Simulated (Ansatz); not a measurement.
## Compressing NiSi: a fit and a missing row

NiSi, Pnma, a = 5.088 Å, b = 3.358 Å, c = 5.528 Å. Ansatz: PBEsol, PAW, 420 eV, Γ-centred 8×10×6 mesh on 8 atoms, Gaussian smearing 0.10 eV; no spin polarisation. Shape and atoms are relaxed at each volume; pressure is positive in compression.

```tsv
V (Å³/atom)	P (GPa)
10.388	?
10.742	20.16
11.096	12.91
11.450	5.98
11.805	0.01
12.159	-5.07
12.513	-9.35
12.985	-14.04
```

**Question.** Take V0 = 11.805 Å³/atom, count pressures from its P0 = 0.01 GPa, fit the third-order Birch–Murnaghan form to the other rows, and predict the missing pressure.

**Answer.** With the Eulerian strain f = ½[(V0/V)^(2/3) − 1] and y = (P − P0)/[3f(1 + 2f)^(5/2)], the form is the line y = B0 + 1.5 B0 (B0′ − 4) f. Rows (f, y): 0.03246, 176.8; 0.02108, 184.0; 0.01028, 184.0; -0.00975, 182.4; -0.01904, 180.6; -0.03077, 178.4. Means f = 0.0007100, y = 181.03; Σ(Δf)² = 0.003005, ΣΔfΔy = 0.03157; the slope is their ratio. y = 181.0 + 10.51 f GPa, so B0 = 181.0 GPa and B0′ = 4 + 2 × (10.51)/(3 × 181.0) = 4.04. At V = 10.388, f = 0.04449, y = 181.47 and P = 29.98 GPa. The run gave 28.98 GPa, so the fit is 1.00 GPa too high, 2.3 % of the span of the series, against an rms of 0.24 GPa on the fitted rows. The row lies outside the fitted range. The points of y bend away from a line: a fourth-order term fitted to them gives P = 28.50 GPa at this row's volume (the line 29.98, the run 28.98).